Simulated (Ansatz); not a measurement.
A run of Ansatz 0.2.0 is set up as follows.

The input input.yaml:

```yaml
crystal:
  lattice:
    - [0.0, 2.22, 2.22]
    - [2.22, 0.0, 2.22]
    - [2.22, 2.22, 0.0]
  atoms:
    - { symbol: Hf, position: [0.0, 0.0, 0.0] }
hamiltonian:
  xc: r2scan
  pseudopotentials: { kind: paw }
kpoints:
  mp_grid: { grid: [10, 10, 10] }
  band_path:
    path:
      - [[0.0, 0.0, 0.0], [0.5, 0.0, 0.5], [0.5, 0.25, 0.75], [0.375, 0.375, 0.75], [0.0, 0.0, 0.0], [0.5, 0.5, 0.5], [0.625, 0.25, 0.625], [0.5, 0.25, 0.75], [0.5, 0.5, 0.5], [0.375, 0.375, 0.75]]
      - [[0.625, 0.25, 0.625], [0.5, 0.0, 0.5]]
    npoints: 14
scf:
  occupations: { method: fermi_dirac, width: 0.05 }
  n_extra_bands: 6
output:
  forces: true
  stress: true
  eigenvalues: true
  fatbands: true
  write_density: true
  write_potential: true
  elf: true
  volumetric_format: npy
```

Potentials or basis: Ansatz PAW.

Launch:

```sh
$ ansatz run input.yaml --threads 2 --pin off --max-ram 5632MiB --backend cpu --events-out ev --progress --plain --runs-dir out
```

Task: Estimate the band gap on the k mesh.

Result: None (metal or under the smearing width).

Task: Predict the pressure.

Result: 2.5 GPa.

Levels at the corners of the path, in eV from the Fermi level:
| point | band 9 | band 10 | band 11 | band 12 | band 13 | band 14 | band 15 | band 16 | band 17 | band 18 |
| --- | --- | --- | --- | --- | --- | --- | --- | --- | --- | --- |
| Γ | -11.71 | -11.71 | -11.71 | -7.62 | 1.59 | 1.59 | 1.59 | 4.68 | 4.68 | 11.81 |
| X | -11.75 | -11.75 | -11.73 | -3.43 | -2.27 | 2.62 | 6.91 | 7.43 | 7.43 | 10.57 |
| W | -11.76 | -11.76 | -11.73 | -1.90 | -0.43 | -0.43 | 2.88 | 7.44 | 10.04 | 10.16 |
| K | -11.76 | -11.74 | -11.73 | -2.32 | -1.55 | 0.86 | 4.41 | 6.39 | 7.37 | 10.41 |
| Γ | -11.71 | -11.71 | -11.71 | -7.62 | 1.59 | 1.59 | 1.59 | 4.68 | 4.68 | 11.81 |
| L | -11.74 | -11.74 | -11.71 | -3.80 | 0.49 | 1.39 | 1.39 | 6.83 | 6.83 | 10.31 |
| U | -11.76 | -11.74 | -11.73 | -2.32 | -1.55 | 0.86 | 4.41 | 6.39 | 7.37 | 10.41 |
| W | -11.76 | -11.76 | -11.73 | -1.90 | -0.43 | -0.43 | 2.88 | 7.44 | 10.04 | 10.16 |
| L | -11.74 | -11.74 | -11.71 | -3.80 | 0.49 | 1.39 | 1.39 | 6.83 | 6.83 | 10.31 |
| K | -11.76 | -11.74 | -11.73 | -2.32 | -1.55 | 0.86 | 4.41 | 6.39 | 7.37 | 10.41 |
| U | -11.76 | -11.74 | -11.73 | -2.32 | -1.55 | 0.86 | 4.41 | 6.39 | 7.37 | 10.41 |
| X | -11.75 | -11.75 | -11.73 | -3.43 | -2.27 | 2.62 | 6.91 | 7.43 | 7.43 | 10.57 |

Caveat: spin-orbit coupling is left out, which moves the levels of the heavy elements; the PAW data sets come from PBE, with cores solved anew for the run's functional, which leaves a small shift of forces and pressure.
